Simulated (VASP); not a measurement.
In, 1 atom in the cell. The structure is cubic, space group Im-3m (No. 229). The conventional cell has a = 3.701 Å, b = 3.701 Å, c = 3.701 Å, α = 90.00°, β = 90.00°, γ = 90.00°. In (site symmetry m-3m) has 8 In at 3.21 Å as nearest neighbours. This isn't the form of In at room conditions, which is tetragonal.

| Quantity | Value |
| --- | --- |
| Program | VASP 6.6.1 |
| Task | single point |
| Functional | PBE |
| Potentials or basis | VASP PAW PBE potentials, release 64 (In_d) |
| Cutoff | 520 eV |
| k mesh | 16 × 16 × 16 |
| Occupations | gaussian, width 0.1 eV |
| Spin | no spin polarisation |
| Dipole correction | no |
| Further INCAR settings | ALGO = Normal; EDIFF = 1e-06; NBANDS = 12 |

Potentials or basis: VASP PAW PBE potentials, release 64 (In_d).

Run with:

```bash
$ cat potpaw_PBE.64/In_d/POTCAR > POTCAR
$ mpirun -np 1 vasp_std > vasp.out
```

Hardware: 1 thread of Intel(R) Xeon(R) 6975P-C (Granite Rapids), with other jobs on the host.

How long does it take, and how much memory?

Wall time 8.5 s on 1 thread of Intel(R) Xeon(R) 6975P-C (Granite Rapids) (shared host), peak memory 0.16 GiB. Counts: scf iterations 10, k points 145.
